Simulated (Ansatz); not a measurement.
Runs of Ansatz 0.2.0 on I. Symmetry: I4/mmm, No. 139, tetragonal system. The conventional cell has a = 3.235 Å, b = 3.235 Å, c = 8.530 Å, α = 90.00°, β = 90.00°, γ = 90.00°. I (site symmetry 4/mmm) has 4 I at 3.23 Å as nearest neighbours. 

```csv
task,level,potentials or basis,spin,cell,k mesh,cutoff (eV),smearing,driver,points for each segment of the path,atoms under strain,delta,other keys,mesh quality,gap on the mesh (eV),pressure (GPa),moment (μB)
ladder of functionals,PBE+D3(BJ),Ansatz PAW,"collinear, program default start",cell strained at random at fixed volume,7 × 7 × 9,420,fermi-dirac 0.05 eV,chain,-,-,-,-,not flagged,none,-0.7,0.00
band structure,PBE+D4,Ansatz PAW,off,as given,11 × 11 × 11,420,methfessel-paxton 0.005 eV,chain,14,-,-,basis.xc_grid = 1; scf.occupations.method = methfessel_paxton; …,not flagged,none,-1.1,-
band structure,PBE,PseudoDojo standard,"non-collinear, program default start, SOC",cell strained at random at fixed volume,10 × 10 × 14,952,cold 0.01 eV,chain,14,-,-,hamiltonian.xc = pbe; kpoints.mp_grid.grid = 10 × 10 × 14; …,not flagged,none,0.4,0.00
elastic constants,LDA,JTH PAW,off,volume scaled by 1.04,7 × 7 × 7,480,gaussian 0.01 eV,chain,-,relaxed,-,scf.occupations.method = gaussian; scf.occupations.width = 0.01; …,coarse,none,(a),-
```

Estimate the missing entries.

(a) -2.8.

Caveats: some runs use coarse meshes; pairwise dispersion overbinds metals, which lowers pressure and volume (some runs); an odd number of electrons without spin polarisation forces a metal (some runs); a magnetic or distorted state may lie lower (some runs); spin-orbit coupling is left out, which moves the levels of the heavy elements (some runs); the elastic tensor has a negative eigenvalue, so either the cell is unstable as it stands or the mesh is too thin (some runs).

A k mesh can miss the band edges, and rows without SOC leave out spin-orbit coupling on I.

A gap of «none» marks a metal or a gap under the smearing width.

The runs don't all hold the same shells in valence.
